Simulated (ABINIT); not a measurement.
MgTe:

```
CELL_PARAMETERS angstrom
0.00000 3.23200 3.23200
3.23200 0.00000 3.23200
3.23200 3.23200 0.00000
ATOMIC_POSITIONS crystal
Te 0.25000 0.25000 0.25000
Mg 0.00000 0.00000 0.00000
```

The cell comes from a database or a generator and needn't be the stable form of this composition.

Base run:

| Quantity | Value |
| --- | --- |
| Program | ABINIT 10.8.3 (patched build) |
| Functional | RPBE |
| Potentials or basis | JTH PAW PBE v2.0 |
| Cutoff | 626 eV |
| k mesh | 7 × 7 × 7 |
| Occupations | fermi-dirac, width 0.05 eV |
| Spin | no spin polarisation |

Its results: band gap on the k mesh 2.61 eV, direct; pressure 1.9 GPa.

**Question.** After a change of settings the same cell gave: band gap on the k mesh 2.42 eV, direct; pressure 0.1 GPa. Which change was it?
A. functional from RPBE to AM05
B. functional from RPBE to revPBE
C. functional from RPBE to LDA
D. functional from RPBE to BLYP

**Answer.** A.

AM05 binds more tightly than RPBE, so the same cell stands under less pressure.

Caveats: the PAW data sets were made with another functional, which shifts forces and pressure a little; spin-orbit coupling is left out, which moves the levels of the heavy elements; an odd mesh through Γ misses points on the zone boundary, where band edges often lie (some runs).

Runs at the PBE level aren't shown here.
